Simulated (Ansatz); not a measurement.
La:

```
La
1.0
     3.75000    0.00000    0.00000
    -1.87500    3.24760    0.00000
     0.00000    0.00000    6.07000
La
2
Cartesian
  1.8750 1.0825 4.5525
  0.0000 2.1651 1.5175
```

This isn't the form of La at room conditions, which is double hcp.

- Program: Ansatz 0.2.0
- Task: relaxation of cell and atoms
- Functional: RPBE
- Potentials or basis: all-electron LAPW, scalar-relativistic
- Basis error allowed: 0.001 eV/atom
- k mesh: 8 × 8 × 5
- Occupations: fermi-dirac, width 0.05 eV
- Spin: no spin polarisation

At the start: volume 36.96 Å³/atom.

Problem. Where does the relaxation end?

Solution. Over 6 steps the energy falls by 18.6 meV/atom and the volume is 39.93 Å³/atom (+8.0 %); space group P6_3/mmc (No. 194, to 0.05 Å).

The path:
```
step  energy change (eV)  largest force (eV/Å)  volume (Å³)
   1              0.0000                0.0000        73.92
   2             -0.0330                0.0000        77.96
   3             -0.0371                0.0000        79.77
   4             -0.0372                0.0000        79.89
   5             -0.0373                0.0000        79.86
   6             -0.0373                0.0000        79.86
```

Final structure:
```cif
data_structure
_symmetry_space_group_name_H-M 'P 1'
_symmetry_Int_Tables_number 1
_cell_length_a 3.8740
_cell_length_b 3.8740
_cell_length_c 6.1446
_cell_angle_alpha 90.000
_cell_angle_beta 90.000
_cell_angle_gamma 120.000
_cell_volume 79.86
loop_
_atom_site_label
_atom_site_type_symbol
_atom_site_fract_x
_atom_site_fract_y
_atom_site_fract_z
_atom_site_occupancy
La1 La 0.66667 0.33333 0.75000 1
La2 La 0.33333 0.66667 0.25000 1
```
